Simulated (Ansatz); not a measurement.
# Au (Au, diamond): the cost of one run

Computed with Ansatz 0.2.0 (DFT revPBE, plane waves (420 eV) with PAW, scalar-relativistic; PAW files made under PBE, frozen cores solved again for the functional, unless a step says otherwise).

**1. The system as given**

The structure is cubic, space group Fd-3m (No. 227). The conventional cell has a = 5.679 Å, b = 5.679 Å, c = 5.679 Å, α = 90.00°, β = 90.00°, γ = 90.00°. Around Au (site symmetry -43m) lie 4 Au at 2.46 Å.

Structure file:

```
CELL_PARAMETERS angstrom
0.00000 2.83943 2.83943
2.83943 0.00000 2.83943
2.83943 2.83943 0.00000
ATOMIC_POSITIONS crystal
Au 0.12500 0.12500 0.12500
Au 0.87500 0.87500 0.87500
```

**2. Relaxing cell and atoms**

File input.yaml:

```yaml
crystal:
  lattice:
    - [0.0, 2.8394269867, 2.8394269867]
    - [2.8394269867, 0.0, 2.8394269867]
    - [2.8394269867, 2.8394269867, 0.0]
  atoms:
    - { symbol: Au, position: [0.125, 0.125, 0.125] }
    - { symbol: Au, position: [0.875, 0.875, 0.875] }
hamiltonian:
  xc: revpbe
  pseudopotentials:
    kind: paw
    azcp:
      Au: "pseudopotentials/Au.paw.azcp"
basis:
  ecutwfc: 420
  fft_grid_basis: typed
kpoints:
  mp_grid: { grid: [10, 10, 10], shift: [0, 0, 0] }
magnetization:
  spin_polarized: false
scf:
  occupations: { method: fermi_dirac, width: 0.1 }
relax:
  max_steps: 60
  f_tol: 0.01
  cell: {}
```

What time and memory should one allow on 2 threads of an Arm CPU, shared host?

About 12 s, with a peak of 0.35 GiB.
